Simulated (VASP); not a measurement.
Write the native input for VASP 6.6.1 that does the following.

| Quantity | Value |
| --- | --- |
| Task | electric field gradients |
| Functional | PBE |
| Potentials or basis | VASP PAW PBE potentials, release 64 (Mg, Ge_d) |
| Cutoff | 520 eV |
| k mesh | 10 × 10 × 10 |
| Occupations | fermi-dirac, width 0.03 eV |
| Spin | no spin polarisation |
| Dipole correction | no |
| Further INCAR settings | ALGO = Normal; EDIFF = 1e-08; NBANDS = 16 |

The structure of Mg2Ge lies in POSCAR:

```
Mg2Ge
1.0
    0.0000000000      3.1890000000      3.1890000000
    3.1890000000      0.0000000000      3.1890000000
    3.1890000000      3.1890000000      0.0000000000
Mg Ge
2 1
Direct
    0.2500000000      0.2500000000      0.2500000000
    0.7500000000      0.7500000000      0.7500000000
    0.0000000000      0.0000000000      0.0000000000
```

The input as run:

INCAR

```
PREC     = Accurate       # precision mode
ENCUT    = 520            # plane-wave cutoff, eV
EDIFF    = 1E-8           # SCF threshold, eV
ISMEAR   = -1             # smearing method
SIGMA    = 0.03           # smearing width, eV
LREAL    = F              # projectors in reciprocal space
LASPH    = T              # aspherical terms in the spheres
NELM     = 100            # most SCF steps
ALGO     = Normal         # electronic algorithm
ISIF     = 2              # what is computed and relaxed
LWAVE    = F              # write WAVECAR
LCHARG   = F              # write CHGCAR
GGA      = PE             # functional
LEFG     = T            
NBANDS   = 16             # bands
```

KPOINTS

```
Automatic mesh
0
Gamma
  10 10 10
```

Potentials or basis: VASP PAW PBE potentials, release 64 (Mg, Ge_d).

Run with:

```sh
$ cat potpaw_PBE.64/Mg/POTCAR potpaw_PBE.64/Ge_d/POTCAR > POTCAR
$ mpirun -np 1 vasp_std > vasp.out
```

It gave:

```yaml
Pressure: 0.9 GPa
Band_gap_on_the_k_mesh: 0.15 eV, indirect (least direct gap 1.06 eV)
```

Wall time 31 s on 1 thread of Intel(R) Xeon(R) Platinum 8559C (Emerald Rapids), with other jobs on the host, peak memory 0.22 GiB.
